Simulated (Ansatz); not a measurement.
Gradients in Te2Mo at several cell volumes

Reference cell: a structure deposited in the COD, its atoms then relaxed with PBE in this cell.

Space group P2_1/m (No. 11); a = 6.3300, b = 3.4690, c = 13.8600 Å, β = 93.92°.

```csv
site,Wyckoff,site symmetry,x,y,z
Te1,2e,m,0.5571,0.7500,0.3504
Te3,2e,m,0.5877,0.2500,0.1042
Te5,2e,m,0.0968,0.7500,0.1500
Te7,2e,m,0.0548,0.2500,0.3955
Mo9,2e,m,0.3207,0.7500,0.5067
Mo11,2e,m,0.1814,0.2500,0.0077
```

One atom of each set is listed.

The numbers come from a DFT calculation in Ansatz (PBE, plane waves and PAW, scalar-relativistic, 420 eV cutoff, Γ-centred 7×13×4 k-points, Fermi–Dirac smearing 0.05 eV).

The cell is scaled uniformly, and the ions relax again at each size. Five of the sites with a gradient are followed.

```json
{"V/V₀": "0.94", "Te1 V_zz (η)": "?", "Te3 V_zz (η)": "?", "Te5 V_zz (η)": "?", "Te7 V_zz (η)": "?", "Mo9 V_zz (η)": "?"}
{"V/V₀": "0.96", "Te1 V_zz (η)": "-14.91 (0.81)", "Te3 V_zz (η)": "22.3 (0.53)", "Te5 V_zz (η)": "-15.71 (0.68)", "Te7 V_zz (η)": "21.7 (0.50)", "Mo9 V_zz (η)": "-6.73 (0.76)"}
{"V/V₀": "0.98", "Te1 V_zz (η)": "-15.12 (0.78)", "Te3 V_zz (η)": "21.9 (0.55)", "Te5 V_zz (η)": "-15.78 (0.67)", "Te7 V_zz (η)": "21.4 (0.53)", "Mo9 V_zz (η)": "-6.90 (0.78)"}
{"V/V₀": "1.00", "Te1 V_zz (η)": "-15.36 (0.75)", "Te3 V_zz (η)": "21.5 (0.58)", "Te5 V_zz (η)": "-15.91 (0.65)", "Te7 V_zz (η)": "21.0 (0.56)", "Mo9 V_zz (η)": "-7.12 (0.78)"}
{"V/V₀": "1.02", "Te1 V_zz (η)": "-15.60 (0.71)", "Te3 V_zz (η)": "21.1 (0.60)", "Te5 V_zz (η)": "-16.07 (0.63)", "Te7 V_zz (η)": "20.7 (0.59)", "Mo9 V_zz (η)": "-7.37 (0.78)"}
{"V/V₀": "1.04", "Te1 V_zz (η)": "-15.79 (0.69)", "Te3 V_zz (η)": "20.7 (0.62)", "Te5 V_zz (η)": "-16.19 (0.62)", "Te7 V_zz (η)": "20.4 (0.61)", "Mo9 V_zz (η)": "-7.64 (0.77)"}
{"V/V₀": "1.06", "Te1 V_zz (η)": "-16.06 (0.66)", "Te3 V_zz (η)": "20.1 (0.63)", "Te5 V_zz (η)": "-16.34 (0.60)", "Te7 V_zz (η)": "19.73 (0.62)", "Mo9 V_zz (η)": "-7.89 (0.76)"}
```

Q: Fill in the row for V/V₀ = 0.94 (V_zz in 10²¹ V/m²).

A: Te1: -14.63 (0.86), Te3: 22.6 (0.49), Te5: -15.59 (0.69), Te7: 21.9 (0.46), Mo9: -6.55 (0.74). Worked for Te3: a power law through the other 6 rows, |V_zz| = 21.4 × (V/V₀)^-1.03, gives 22.9 at V/V₀ = 0.94, against 22.6 from the run (+1.0 %). Logarithmic slopes d ln|V_zz|/d ln V over the series: Te1 0.8, Te3 -1.0, Te5 0.4, Te7 -0.9, Mo9 1.6. Point charges on a uniformly scaled lattice would give −1; atoms that shift within the cell as it changes, and charge that moves in the bonds, make the difference.

No dispersion correction is included, which matters between the layers of this solid.

With no gap above 0.1 eV, as in a metal, the gradients converge slowly in k; expect changes of a tenth or more on a denser mesh. Without spin–orbit coupling the gradients at and beside Te can be off by some per cent, at some sites by more.
